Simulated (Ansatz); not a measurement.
# HfGe2N4 monolayer in a perpendicular field, part 2 of 2

What dipole does a perpendicular field induce in the HfGe2N4 monolayer, and does the gap follow? A positive field points along +c.

Ansatz 0.2.0; plane-wave DFT, PBE-D3(BJ), Ansatz PAW (set soft_1); PAW set soft_1.

So far. Step 2 (Relaxing the slab): The lattice constant a goes from 3.020 to 3.132 Å.

### 3. Atoms held, field 0

A sawtooth potential applies the field, turning back in the middle of the vacuum. With the dipole correction the typed value is the field outside the slab. The induced dipole is small, so the SCF threshold is tight.

The cell differs from the one that the last finished run ended in (c 46.447 → 25.336 Å).

File input.yaml:

```yaml
crystal:
  lattice:
    - [3.1324270306, 0.0, 0.0]
    - [-1.5662135153, 2.712761384, 0.0]
    - [0.0, 0.0, 25.3355777521]
  atoms:
    - { symbol: "N", position: [0.0, 0.0, 0.355231686] }
    - { symbol: Ge, position: [0.3333333333, 0.6666666667, 0.378077388] }
    - { symbol: "N", position: [0.3333333333, 0.6666666667, 0.4518831837] }
    - { symbol: Hf, position: [0.0, 0.0, 0.5] }
    - { symbol: "N", position: [0.3333333333, 0.6666666667, 0.5481168163] }
    - { symbol: Ge, position: [0.3333333333, 0.6666666667, 0.621922612] }
    - { symbol: "N", position: [0.0, 0.0, 0.644768314] }
kpoints:
  mp_grid: { grid: [18, 18, 1] }
  band_path:
    path: [[0, 0, 0], [0.5, 0, 0], [0.33333333, 0.33333333, 0], [0, 0, 0]]
    npoints: 16
hamiltonian:
  xc: pbe
  dispersion: d3bj
  pseudopotentials: { kind: paw, azcp: { folder: soft_1 } }
scf:
  occupations: { method: fermi_dirac, width: 0.02585 }
  convergence: { dr2_threshold: 1.0e-10 }
efield:
  axis: 3
  dipole_correction: true
  ramp_position: 0.97
  ramp_width: 0.06
  amplitude: 0
output:
  dos: { projected: true, e_range: [-6, 5] }
  write_potential: true
  write_density: true
  volumetric_format: npy
  elf: true
```

Command:

```sh
$ ansatz run input.yaml --threads 2 --pin off --max-ram 3072MiB --backend cpu --events-out ev --progress --plain --runs-dir out
```

Numbers of over 12 decimals in the logs are rounded to 6 here.

The program printed:

```text
[...]
Crystal: 7 atoms, lattice volume = 215.290 Å³
Basis set: ecut = 420 eV, 4165 PW (Γ)
Bands: 45, of which v1, the nominal top of the filled ones, is band 37 counted from 1 (36 counted from 0)
Symmetry: 6 space group operations
k-points: 37 of 324 (time reversal used)
[...]
SCF iter   1: F=—  HF=-25860.874114 eV  |F-HF|=—  |Δ(HF+E_count)|=         —  Δρ=1.09e-1  dr2=2.98e1  ethr=3.10e-3  p=0.000 e·Å  D=5.27e-14 V/Å  ΔV_dip=-0.00 eV  dr2_dipole=5.90e-8  V_vac-E_F(+/−)=8.66/8.66 eV  ⟨swp⟩=7.5  Hψ=7175  notcnv=0
efield: sawtooth ramp at fractional position 0.9700 (set: `efield.ramp_position`, or a place that a band, a saddle search or an elastic batch's reference lends), width 0.0600; the density the first Hamiltonian is built on has a dipole p = 0.000 e·Å; the dipole correction subtracts the counter field D = 5.27e-14 V/Å, which shifts the + side's vacuum level by -0.00 eV against the − side's; the planar-averaged density in the ramp window peaks in size at 3.0e-7 e/Å³
[...]
SCF iter   2: F=—  HF=-25853.100548 eV  |F-HF|=—  |Δ(HF+E_count)|=    7.77e0  Δρ=4.23e-2  dr2=2.77e0  ethr=3.10e-3  p=-0.000 e·Å  D=-7.36e-5 V/Å  ΔV_dip=0.00 eV  dr2_dipole=3.36e-7  V_vac-E_F(+/−)=6.77/6.77 eV  ⟨swp⟩=4.0  Hψ=4456  notcnv=0  defer=81
[...]
SCF iter  16: F=-25852.563422 eV  HF=-25852.563422 eV  |F-HF|=1.46e-11  |Δ(HF+E_count)|=  9.82e-11  Δρ=9.04e-8  dr2=1.13e-11  ethr=1.00e-12  p=-0.000 e·Å  D=-4.11e-9 V/Å  ΔV_dip=0.00 eV  dr2_dipole=9.16e-15  V_vac-E_F(+/−)=5.95/5.95 eV  ⟨swp⟩=12.1  Hψ=6646  notcnv=0
SCF 1 converged in 16 iterations: F = -25852.563422 eV  dr2 = 1.13e-11
[...]
NSCF: frozen V_eff on 49 k-points
efield: sawtooth ramp at fractional position 0.9700 (kept from the solve that this one continues, or follows in the run), width 0.0600; the density the first Hamiltonian is built on has a dipole p = -0.000 e·Å; the dipole correction subtracts the counter field D = -4.11e-9 V/Å, which shifts the + side's vacuum level by +0.00 eV against the − side's; the planar-averaged density in the ramp window peaks in size at 3.9e-7 e/Å³
[...]
SCF converged after 16 iterations
Free energy (F): -25852.563422 eV
[...]
Internal energy: -25852.563422 eV  (E = F + TS)
E sigma→0 (E₀):  -25852.563422 eV
Fermi energy:    1.180474 eV
Dipole field:    D = 0.000000 V/Å  (p = 0.000000 e·Å, saw-weighted, corrected)
Work function:   Φ+ = 5.9472 eV   Φ− = 5.9472 eV
Levels:          The Fermi level and band energies are counted from a zero that moves with the ramp; work functions are not
[...]
--- Band table (eV; the first three rows and the last of 37) ---
  k-point 0: bands = [... 33 lower, -1.2395, -0.2248, -0.2248, 0.0484, 1.9785, 3.0363, 4.7019, 5.6179, ... 4 higher]
  k-point 1: bands = [... 33 lower, -1.2591, -0.3187, -0.2724, 0.1675, 2.2298, 3.2095, 4.5017, 5.8034, ... 4 higher]
  k-point 2: bands = [... 33 lower, -1.2325, -0.4656, -0.4061, 0.2589, 2.7395, 3.6272, 4.0900, 6.2604, ... 4 higher]
  k-point 36: bands = [... 33 lower, -1.8493, -1.6992, -0.3501, 0.3391, 2.9014, 5.3580, 6.4267, 6.4369, ... 4 higher]
```

Wall time 50 s (2 threads of Arm Neoverse V2, shared host); peak memory 0.68 GiB; 99 s of CPU time.

Reading the cycles: dr2 is the Hartree energy of the density residual (eV), the measure of convergence; HF is the Harris–Foulkes estimate of the energy, which meets the free energy F at convergence.

Numbers from this step:

```yaml
gap_on_the_k_mesh: 1.639 eV
dipole_along_the_normal: 1.43e-7 e·Å
gap_along_the_path: 1.639 eV
smallest_direct_gap_along_the_path: 1.930 eV
ionisation_energy_upper_face: 6.789 eV
electron_affinity_upper_face: 5.149 eV
gap_the_smaller_of_path_and_mesh: 1.639 eV
```

Running mean over a fixed 2.7 Å (it still follows the layers) of the planar mean; the ramp of the sawtooth is left out. Electron's electrostatic potential energy less the Fermi level against z:

z (Å), electron's electrostatic potential energy less the Fermi level (eV) and a bar from the least value:
```
      3.5       5.95 ##############################
      4.0       5.95 ##############################
      4.5       5.95 ##############################
      5.0       5.95 ##############################
      5.5       5.94 ##############################
      6.0       5.93 ##############################
      6.5       5.86 ##############################
      7.0       5.50 #############################
      7.5       3.73 ##########################
      8.0       0.26 ###################
      8.5      -2.74 #############
      9.0      -4.87 #########
      9.5      -5.76 #######
     10.0      -6.21 ######
     10.5      -5.50 #######
     11.0      -5.11 ########
     11.5      -6.11 ######
     12.0      -7.87 ###
     12.5      -9.23 
     13.0      -8.93 #
     13.5      -7.25 ####
     14.0      -5.69 #######
     14.5      -5.04 ########
     15.0      -5.84 #######
     15.5      -6.13 ######
     16.0      -5.55 #######
     16.5      -4.29 ##########
     17.0      -1.86 ###############
     17.5       1.44 #####################
     18.0       4.58 ###########################
     18.5       5.69 #############################
     19.0       5.90 ##############################
     19.5       5.94 ##############################
     20.0       5.94 ##############################
     20.5       5.95 ##############################
     21.0       5.95 ##############################
     21.5       5.95 ##############################
     22.0       5.95 ##############################
```

The density of states has structure finer than the step of the table below, so its rows give means over 0.25 eV, whole bins alone (the curve runs from -6 to 2.79 eV). Peaks (eV: height): -5.560: 7.89, -4.650: 8.90, -4.260: 11.3, -4.180: 15.5, -2.440: 7.81, -1.560: 12.9, -1.370: 8.46.

Table of density of states by energy, zero at the Fermi level of the run, which the smearing sets inside the gap; means over each step:

energy (eV), density of states (states/eV a cell) and a bar:
```
    -5.75        3.0 ##########
    -5.50        3.7 #############
    -5.25        3.3 ###########
    -5.00        3.1 ##########
    -4.75        4.0 #############
    -4.50        4.3 ##############
    -4.25        8.9 ##############################
    -4.00        2.8 #########
    -3.75        2.4 ########
    -3.50        3.2 ###########
    -3.25        2.6 #########
    -3.00        2.1 #######
    -2.75        2.1 #######
    -2.50        4.2 ##############
    -2.25        6.4 ######################
    -2.00        4.6 ################
    -1.75        5.6 ###################
    -1.50        6.0 ####################
    -1.25        4.1 ##############
    -1.00        3.0 ##########
    -0.75        0.1 
    -0.50        0.0 
    -0.25        0.0 
     0.00        0.0 
     0.25        0.0 
     0.50        0.0 
     0.75        0.0 
     1.00        1.0 ###
     1.25        4.0 #############
     1.50        1.8 ######
     1.75        1.2 ####
     2.00        0.1 
     2.25        0.2 #
     2.50        0.3 #
```

Projected DOS per atom over height of the atomic layer and energy from the Fermi level. Layers: N Ge N Hf N Ge N from below.

Ten even steps from '_' (0.00 states/eV) to '@' (1.97 states/eV), each cell a mean:
```
______________
______________
______::______
______@@______
______**______
______________
______________
______________
______________
--__::__::__--
##__++..++__##
==__##::##__==
==__##--##__==
::__==::==__::
..__::..::__..
::__::::::__::
::..........::
**::++==++::**
--..--::--..--
::..--..--..::
::..::..::..::
::..........::
```
Columns: height of the atomic layer (Å) from 9 to 16.3 (not evenly spaced); rows upwards: energy from the Fermi level (eV) from -5.96 to 2.77.

Electronic bands along the path, in eV, zero at the Fermi level of the run, which the smearing sets inside the gap:

```csv
point,band 34,band 35,band 36,band 37,band 38,band 39,band 40,band 41
Γ,-2.42,-1.41,-1.41,-1.13,0.80,1.86,3.52,4.44
halfway,-2.12,-2.09,-1.99,-1.14,1.47,2.93,3.21,5.47
M,-2.60,-1.66,-1.60,-1.30,1.06,2.72,2.85,5.26
halfway,-2.40,-2.12,-1.54,-1.15,1.32,4.34,4.37,4.91
K,-3.03,-2.88,-1.53,-0.84,1.72,4.18,5.25,5.26
halfway,-2.27,-1.78,-1.61,-1.24,1.33,3.73,4.18,5.11
Γ,-2.42,-1.41,-1.41,-1.13,0.80,1.86,3.52,4.44
```

Electrostatic potential energy in the ca plane at fractional y = 0.667, with atoms of Ge and N within 0.2 Å of it. With pseudopotentials it is smooth inside the atoms' cores, unlike the true potential.

Ten even steps from '0' (-33 eV) to '9' (7 eV), each cell a mean:
```
99999999999998888899886435789988888999999999
99999999999998888899886435789988888999999999
99999999999998766789887656789887667899999999
99999999999986322576447777535763224799999999
99999999999973343351004886000543432689999999
99999999999973343351003886000443432689999999
99999999999985322476237777424753224799999999
99999999999997655788887666788886557899999999
```
Columns run along c (16.0 Å, from fractional 0.16 to 0.79 of the cell; values clipped at the 3rd and 97th percentile), rows up along a (3.1 Å). Atoms in or near the plane, at fractional coordinates: Ge at (0.38, 0.33), N at (0.45, 0.33), N at (0.55, 0.33), Ge at (0.62, 0.33).

Valence density in the ca plane at fractional y = 0.667, with atoms of Ge and N within 0.2 Å of it. It is the smooth field of the valence electrons, not physical close to the nuclei.

Ten steps, logarithmic in the rise over the least value, from '0' (0 e/Å³) to '9' (29 e/Å³), each cell a mean:
```
00000000000011211000011222110001122100000000
00000000000011211000011222100000122100000000
00000000000011221111111111111111121100000000
00000000000001343222332112343223432100000000
00000000000002698334553213454336984100000000
00000000000002798434553213455337984100000000
00000000000001354223442112343223542100000000
00000000000011221111221111221111221100000000
```
Columns run along c (16.0 Å, from fractional 0.16 to 0.79 of the cell), rows up along a (3.1 Å). Atoms in or near the plane, at fractional coordinates: Ge at (0.38, 0.33), N at (0.45, 0.33), N at (0.55, 0.33), Ge at (0.62, 0.33).

ELF in the ca plane at fractional y = 0.667, with atoms of Ge and N within 0.2 Å of it. It is the smooth field of the valence electrons, not physical close to the nuclei.

Ten even steps from '0' (0.00) to '9' (0.82), each cell a mean:
```
00000000013567764101212342121112567654200000
00000000013567763101111342111012567764200000
00000000001356653225763112576323456542100000
00000000000123333468998215999743334320000000
00000000000123221488469427847952213210000000
00000000000123231488358427736952313210000000
00000000000123323469998326999853234320000000
00000000001345553236873112687423456532000000
```
Columns run along c (16.0 Å, from fractional 0.16 to 0.79 of the cell), rows up along a (3.1 Å). Atoms in or near the plane, at fractional coordinates: Ge at (0.38, 0.33), N at (0.45, 0.33), N at (0.55, 0.33), Ge at (0.62, 0.33).

The gap is 1.64 eV, with the valence edge 6.79 eV and the conduction edge 5.15 eV under the upper vacuum level. Spin-orbit coupling, left out in this run, matters for the bands of elements this heavy.

### 4. Atoms held, field 0.1 V/Å

Edit input.yaml of step 3 so:

```diff
@@ -28,7 +28,6 @@
   dipole_correction: true
-  ramp_position: 0.97
-  ramp_width: 0.06
-  amplitude: 0
+  ramp_position: 0.9372
+  ramp_width: 0.1255
+  amplitude: 0.1
 output:
-  dos: { projected: true, e_range: [-6, 5] }
   write_potential: true
@@ -36,2 +35 @@
   volumetric_format: npy
-  elf: true
```

The program printed:

```text
[...]
Crystal: 7 atoms, lattice volume = 215.290 Å³
Basis set: ecut = 420 eV, 4165 PW (Γ)
Bands: 45, of which v1, the nominal top of the filled ones, is band 37 counted from 1 (36 counted from 0)
Symmetry: 6 space group operations
k-points: 37 of 324 (time reversal used)
[...]
k-point 0: bands = [... 33 lower, -1.2362, -0.2248, -0.2248, 0.0487, 1.9775, 3.0367, 4.7017, 5.6172, ... 4 higher]
  k-point 1: bands = [... 33 lower, -1.2568, -0.3187, -0.2725, 0.1677, 2.2287, 3.2099, 4.5017, 5.8024, ... 4 higher]
  k-point 2: bands = [... 33 lower, -1.2333, -0.4654, -0.4061, 0.2591, 2.7384, 3.6268, 4.0907, 6.2579, ... 4 higher]
  k-point 36: bands = [... 33 lower, -1.8494, -1.6997, -0.3512, 0.3403, 2.9012, 5.3578, 6.4252, 6.4360, ... 4 higher]
[key lines of the parts left out:]
SCF converged after 16 iterations
Free energy (F): -25852.565376 eV
Fermi energy:    1.180505 eV
Dipole field:    D = 0.032848 V/Å  (p = 0.039081 e·Å, saw-weighted, corrected)
```

Elapsed: 49 s, on 2 threads; peak memory 0.65 GiB; 98 s of CPU time.

The dipole is 0.0391 e·Å, and the gap 1.637 eV.

### 5. Atoms held, field -0.1 V/Å

Edit input.yaml of step 4 so:

```diff
@@ -30,3 +30,3 @@
   ramp_width: 0.1255
-  amplitude: 0.1
+  amplitude: -0.1
 output:
```

The program printed:

```text
[...]
Crystal: 7 atoms, lattice volume = 215.290 Å³
Basis set: ecut = 420 eV, 4165 PW (Γ)
Bands: 45, of which v1, the nominal top of the filled ones, is band 37 counted from 1 (36 counted from 0)
Symmetry: 6 space group operations
k-points: 37 of 324 (time reversal used)
[...]
k-point 0: bands = [... 33 lower, -1.2363, -0.2250, -0.2250, 0.0485, 1.9773, 3.0365, 4.7016, 5.6170, ... 4 higher]
  k-point 1: bands = [... 33 lower, -1.2569, -0.3188, -0.2726, 0.1675, 2.2285, 3.2097, 4.5015, 5.8022, ... 4 higher]
  k-point 2: bands = [... 33 lower, -1.2335, -0.4656, -0.4062, 0.2589, 2.7382, 3.6266, 4.0905, 6.2577, ... 4 higher]
  k-point 36: bands = [... 33 lower, -1.8496, -1.6998, -0.3514, 0.3401, 2.9010, 5.3576, 6.4250, 6.4358, ... 4 higher]
[key lines of the parts left out:]
SCF converged after 16 iterations
Free energy (F): -25852.565376 eV
Fermi energy:    1.180334 eV
Dipole field:    D = -0.032848 V/Å  (p = -0.039081 e·Å, saw-weighted, corrected)
```

It took 49 s on 2 threads; peak memory 0.65 GiB; 98 s of CPU time.

The dipole is -0.0391 e·Å, and the gap 1.637 eV.

### 6. Response, atoms held

This step: plane-wave DFT, PBE-D3(BJ), Ansatz PAW (set soft_1); response to a field along the normal, atoms held; PAW set soft_1 (Ansatz 0.2.0).

The dipoles give the slope, and the difference of two potentials shows where the field is screened.

Numbers from this step:

| Item | Value |
| --- | --- |
| equivalent conductor thickness p/(ε₀AE) | 8.322 Å |
| distance between the outer atoms | 7.336 Å |

Dipole of the cell against applied field:

```csv
applied field (V/Å),dipole of the cell (e·Å)
-0.1000,-0.0391
0.0000,1.4e-7
0.1000,0.0391
```

Local field over the applied field, running mean. From the potentials at -0.1 and 0.1 V/Å; running mean over 2.5 Å. The local field over applied field by z:

```csv
z (Å),local field over applied field
5,0.998
6,0.982
7,0.868
8,0.567
9,0.261
10,0.137
11,0.108
12,0.0824
13,0.0702
14,0.103
15,0.123
16,0.199
17,0.450
18,0.780
19,0.963
20,0.996
21,1.000
```

The induced electron density oscillates, so the rows of the table below give means over windows of 1 Å about each position, cut where the curve ends. Its maxima inside the range that stand out by 2 % of the span (Å: e/Å³ per V/Å): 8.2: 0.00371, 9.1: 0.0018, 10.6: 0.00103, 11.5: 0.00161, 13.2: 0.00135, 14.2: 1.7e-4, 15.5: 0.00184, 16.5: -5.0e-4. Its minima: 8.9: 5.0e-4, 9.9: -0.00184, 11.1: -1.7e-4, 12.1: -0.00135, 13.8: -0.00161, 14.8: -0.00103, 16.2: -0.0018, 17.2: -0.00371.

Electrons, planar mean, per unit field. Table of induced electron density by z; means over each step:

```csv
z (Å),induced electron density (e/Å³ per V/Å)
5,8.8e-6
6,9.7e-5
7,8.0e-4
8,0.00300
9,0.00129
10,-6.3e-4
11,6.1e-4
12,-3.0e-4
13,5.9e-4
14,-5.9e-4
15,-4.1e-5
16,-3.9e-4
17,-0.00276
18,-0.00145
19,-2.1e-4
20,-2.0e-5
21,-2.1e-6
```

The smaller of the gaps on the path and on the k-mesh, counted as 0 under 0.03 eV. The gap stays at 1.64 eV for applied field from -0.1 to 0.1 V/Å.

By hand: between -0.1 and 0.1 V/Å the dipole changes by 0.07816 e·Å, a slope of 0.3908 e·Å²/V. A perfect conductor of thickness t has p = ε₀AEt, so t = 180.95 × 0.3908 / 8.498 = 8.32 Å (e/ε₀ = 180.95 V·Å, A in Å²).

The induced dipole is that of a conductor 8.32 Å thick.

### 7. Summary of results

```
gap without field                          : 1.64 eV
ionisation energy, upper face              : 6.79 eV
electron affinity, upper face              : 5.15 eV
equivalent conductor thickness, atoms held : 8.32 Å
```

**Reading.** The induced dipole equals that of a perfect conductor 8.32 Å thick, while the outer atoms lie 7.34 Å apart; an out-of-plane ε follows only once a thickness t is chosen, by 1 − 1/ε = 8.32 Å / t. The gap stays within 0.01 eV of 1.64 eV over the fields run, up to 0.1 V/Å in size. Semilocal functionals give gaps that are too small, and excitons are not included. Spin-orbit coupling is left out, which matters for the bands of elements this heavy. The outer anions sit over the metal atoms, one of several polytypes of such layers and not the lowest for every compound.

[Logs are printed without paths, hosts, clocks, repeated set-up lines and the standing remarks that a program may print on its own settings, such as how far it seeks lower states.]

[Hosts, paths, dates, database ids (printed as entryN), source tags and the programs' standing remarks are cut or masked in the printed files.]

[Maps of the electrostatic potential energy from Ansatz leave out the sawtooth potential of an applied field or a dipole correction, so their vacuum need not be flat; planar profiles and work functions include it.]

[The density of states shown here was stored with 400 of the rows of the run's finer table, so its peaks can read low, often by over a quarter, or be missed, and its means over a window can be off by a tenth or more.]
